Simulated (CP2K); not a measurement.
TiAl3:

```
Ti Al
1.0
     5.06249    0.00000    0.00000
     2.17669    4.57065    0.00000
    -3.61959   -2.28532    2.70271
Ti Al
1 3
Direct
  0.00000 0.00000 0.00000
  0.25000 0.75000 0.50000
  0.75000 0.25000 0.50000
  0.50000 0.50000 0.00000
```

The cell comes from a database or a generator and needn't be the stable form of this composition.

Base run:

| Property | Result |
| --- | --- |
| Program | CP2K 2026.2 |
| Functional | OLYP |
| Potentials or basis | POTENTIAL_UZH Ti GTH-PBE-q12, Al GTH-PBE-q3; TZVP-MOLOPT-PBE-GTH basis |
| Density cutoff | 9184 eV |
| k mesh | 10 × 10 × 10 |
| Occupations | fermi-dirac, width 0.05 eV |
| Spin | no spin polarisation |

Its results: band gap on the k mesh none (metal or under the smearing width); pressure 0.1 GPa.

Task: The run is repeated on the same cell with these changes: functional from OLYP to PBEsol. What comes out?

Result: Band gap on the k mesh none (metal or under the smearing width); pressure 0.9 GPa.

Caveats: the potentials were made for another functional, which shifts forces and pressure; the basis of atomic orbitals isn't converged, which shifts pressures, moduli and gaps.
